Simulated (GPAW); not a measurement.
Write an ASE script for GPAW 26.7.0 that does the following.

```
Task                : band structure
Functional          : PBE
Potentials or basis : GPAW PAW data sets (gpaw-data 1.2.1)
Basis               : fd
Grid spacing        : 0.2 Å
k mesh              : 8 × 8 × 8
Occupations         : fermi-dirac, width 0.05 eV
Spin                : no spin polarisation
Maxiter             : 150
Band path           : GXMGZPNZ1M,XP
Band points         : 60
```

The structure of Ge lies in Ge.cif:

```cif
data_Ge
_cell_length_a 5.14897944
_cell_length_b 5.14897944
_cell_length_c 2.79482529
_cell_angle_alpha 90.00000000
_cell_angle_beta 90.00000000
_cell_angle_gamma 90.00000000
_space_group_name_H-M_alt 'I4_1/amd'
_space_group_name_Hall 'I 4bw 2bw -1bw'
_space_group_IT_number 141
loop_
_space_group_symop_operation_xyz
'x,y,z'
'-y,x+1/2,z+1/4'
'-x+1/2,-y+1/2,z+1/2'
'y+1/2,-x,z+3/4'
'x,-y+1/2,-z+1/4'
'-y,-x,-z'
'-x+1/2,y,-z+3/4'
'y+1/2,x+1/2,-z+1/2'
'-x,-y+1/2,-z+1/4'
'y,-x,-z'
'x+1/2,y,-z+3/4'
'-y+1/2,x+1/2,-z+1/2'
'-x,y,z'
'y,x+1/2,z+1/4'
'x+1/2,-y+1/2,z+1/2'
'-y+1/2,-x,z+3/4'
'x+1/2,y+1/2,z+1/2'
'-y+1/2,x,z+3/4'
'-x,-y,z'
'y,-x+1/2,z+1/4'
'x+1/2,-y,-z+3/4'
'-y+1/2,-x+1/2,-z+1/2'
'-x,y+1/2,-z+1/4'
'y,x,-z'
'-x+1/2,-y,-z+3/4'
'y+1/2,-x+1/2,-z+1/2'
'x,y+1/2,-z+1/4'
'-y,x,-z'
'-x+1/2,y+1/2,z+1/2'
'y+1/2,x,z+3/4'
'x,-y,z'
'-y,-x+1/2,z+1/4'
loop_
_atom_site_label
_atom_site_type_symbol
_atom_site_symmetry_multiplicity
_atom_site_Wyckoff_symbol
_atom_site_fract_x
_atom_site_fract_y
_atom_site_fract_z
_atom_site_occupancy
Ge1 Ge 4 b 0.0000000000 0.0000000000 0.5000000000 1
```

This isn't the form of Ge at room conditions, which is diamond.

One way to write it, as run:

run.py

```python
import spglib
from ase import Atoms
from ase.dft.bandgap import bandgap
from ase.io import read, write
from gpaw import GPAW

atoms = read('Ge.cif')
cell, positions, numbers = spglib.find_primitive(
    (atoms.cell[:], atoms.get_scaled_positions(), atoms.numbers), symprec=1e-4)
atoms = Atoms(numbers, cell=cell, scaled_positions=positions, pbc=True)

calc = GPAW(mode='fd',
            h=0.2,
            xc='PBE',
            kpts={'size': (8, 8, 8), 'gamma': True},
            occupations={'name': 'fermi-dirac', 'width': 0.05},
            nbands=11,
            convergence={'density': 1e-05, 'energy': 1e-05},
            maxiter=150,
            txt='gpaw.txt')
atoms.calc = calc
energy = atoms.get_potential_energy()
forces = atoms.get_forces()
calc.write('gs.gpw')
write('result.traj', atoms)
print(f'Energy: {energy:.6f} eV')
print('Forces (eV/A):')
print(forces.round(4))
print('Fermi level:', round(calc.get_fermi_level(), 4), 'eV')
print(f'Gap: {bandgap(calc)[0]:.4f} eV, direct: {bandgap(calc, direct=True)[0]:.4f} eV')

path = atoms.cell.bandpath('GXMGZPNZ1M,XP', npoints=60, eps=1e-4)
bs_calc = calc.fixed_density(kpts=path, symmetry='off', nbands=20,
                             convergence={'bands': 'CBM+6.0', 'eigenstates': 1e-6}, txt='bands.txt')
bs = bs_calc.band_structure()
bs.write('bs.json')
print(f'Gap on the path: {bandgap(bs_calc)[0]:.4f} eV')
```

Potentials or basis: GPAW PAW data sets (gpaw-data 1.2.1), fd.

Run with:

```console
$ OMP_NUM_THREADS=1 python run.py
```

It gave:

| Property | Result |
| --- | --- |
| Band gap along the path | none (metal or under the smearing width) |

Caveat: the real-space grid adds noise to forces; real-space grids are poor in so skewed a cell.

Wall time 99 s on 1 thread of Arm Neoverse V1, with other jobs on the host, peak memory 0.53 GiB.
